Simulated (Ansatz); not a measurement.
Response of KF to small distortions

```
CELL_PARAMETERS angstrom
0.00000 2.67350 2.67350
2.67350 0.00000 2.67350
2.67350 2.67350 0.00000
ATOMIC_POSITIONS crystal
K 0.00000 0.00000 0.00000
F 0.50000 0.50000 0.50000
```

Atom numbers follow the list: K1, F2.

The conventional cell has a = 5.347 Å, b = 5.347 Å, c = 5.347 Å, α = 90.00°, β = 90.00°, γ = 90.00°. Around K (atom 1) lie 6 F at 2.67 Å. Around F (atom 2) lie 6 K at 2.67 Å.

The cell is COD entry 9008652, as deposited and not checked against the literature; nothing was relaxed.

These are results of Ansatz 0.2.0, DFT, PBEsol, all-electron LAPW, scalar-relativistic, not measurements.

Sampling and basis: a Γ-centred 9×9×9 k mesh, Fermi–Dirac smearing of 0.01 eV, basis error target 1 meV/atom, no spin polarisation.

The unchanged cell is at -0.72 GPa.

Semilocal functionals give too small gaps.

x, y and z are the Cartesian axes of the cell as listed; fractional coordinates follow a strain, and an engineering shear is twice the off-diagonal strain component.

(1) With this change (equal xy, yz and zx engineering shear strains of -2 %), what becomes of the energy and stress and gap?

With equal xy, yz and zx engineering shear strains of -1 %: energy change under 1 meV/atom; stress change (xx, yy, zz, yz, xz, xy) 0.00, 0.00, 0.00, 0.14, 0.14, 0.14 GPa, compression positive; gap on the k mesh 6.03 → 6.02 eV.

With equal xy, yz and zx engineering shear strains of +1 %: energy change under 1 meV/atom; stress change (xx, yy, zz, yz, xz, xy) 0.00, 0.00, 0.00, -0.14, -0.14, -0.14 GPa, compression positive; gap on the k mesh 6.03 → 6.03 eV.

With equal xy, yz and zx engineering shear strains of +2 %: energy change +1 meV/atom; stress change (xx, yy, zz, yz, xz, xy) -0.01, -0.01, -0.01, -0.29, -0.29, -0.29 GPa, compression positive; gap on the k mesh 6.03 → 6.02 eV.

Results:

(1) Energy change under 1 meV/atom; stress change (xx, yy, zz, yz, xz, xy) -0.01, -0.01, -0.01, 0.26, 0.26, 0.26 GPa, compression positive; gap on the k mesh 6.03 → 6.01 eV.
